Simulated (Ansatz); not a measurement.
# Ni2Si: pressure against volume

Ni2Si, Pnma, a = 5.022 Å, b = 3.730 Å, c = 7.077 Å. The structure is a COD entry; whether it is the stable form wasn't checked. Ansatz: PBE, PAW, 420 eV, Γ-centred 8×10×6 mesh on 12 atoms, Gaussian smearing 0.10 eV; no spin polarisation. Shape and atoms are relaxed at each volume; pressure is positive in compression.

| V (Å³/atom) | P (GPa) |
| --- | --- |
| 10.384 | ? |
| 10.715 | 6.14 |
| 11.046 | 0.01 |
| 11.378 | -5.11 |
| 11.709 | -9.32 |

Problem. Take V0 = 11.046 Å³/atom, count pressures from its P0 = 0.01 GPa, fit the third-order Birch–Murnaghan form to the other rows, and predict the missing pressure.

Solution. With the Eulerian strain f = ½[(V0/V)^(2/3) − 1] and y = (P − P0)/[3f(1 + 2f)^(5/2)], the form is the line y = B0 + 1.5 B0 (B0′ − 4) f. Rows (f, y): 0.01024, 189.7; -0.00977, 183.5; -0.01906, 179.8. Means f = -0.006197, y = 184.33; Σ(Δf)² = 0.0004484, ΣΔfΔy = 0.1495; the slope is their ratio. y = 186.4 + 333.4 f GPa, so B0 = 186.4 GPa and B0′ = 4 + 2 × (333.4)/(3 × 186.4) = 5.19. At V = 10.384, f = 0.02103, y = 193.41 and P = 13.54 GPa. The run gave 13.54 GPa, the same to the digits shown. The form still works here, 33 % of the fitted range beyond its end.